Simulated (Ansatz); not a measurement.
## WS2 (Tungstenite): equation of state with RPBE+D3(BJ)

The system is WS2 (Tungstenite).

```xyz
6
Lattice="3.1800 0.0000 0.0000 -1.5900 2.7540 0.0000 0.0000 0.0000 12.5000" Properties=species:S:1:pos:R:3 pbc="T T T"
W     1.5900    0.9180    9.3750
W     0.0000    1.8360    3.1250
S     1.5900    0.9180    4.6875
S     0.0000    1.8360   10.9375
S     1.5900    0.9180    1.5625
S     0.0000    1.8360    7.8125
```

```
Program             : Ansatz 0.2.0
Task                : equation of state
Functional          : RPBE
Dispersion          : D3(BJ)
Potentials or basis : Ansatz PAW
Cutoff              : 420 eV
Density cutoff      : 1680 eV
k mesh              : 10 × 10 × 3
Occupations         : fermi-dirac, width 0.05 eV
Spin                : no spin polarisation
```

The equilibrium volume is 16.75 Å³/atom (rough: see the caveat) and the bulk modulus at fixed shape and positions is 198 GPa (rough).

Energy against volume, from the lowest point:
| volume (Å³/atom) | energy (meV/atom) |
| --- | --- |
| 17.150 | 0.00 |
| 17.515 | 14.26 |
| 17.880 | 36.24 |
| 18.245 | 65.10 |
| 18.610 | 100.10 |
| 18.975 | 140.55 |
| 19.340 | 185.86 |

All runs of the series together: 27 s on 2 threads of Intel(R) Xeon(R) Platinum 8259CL CPU @ 2.50GHz (Skylake/Cascade Lake) (shared host).

Caveat: the potentials were made for another functional, which shifts forces and pressure; the minimum lies outside the volumes run; the cell was scaled at fixed shape and fractional positions, which overstates the stiffness of a crystal with free parameters, most of all of layers and chains. Spin-orbit coupling is left out, which matters for the levels of W.
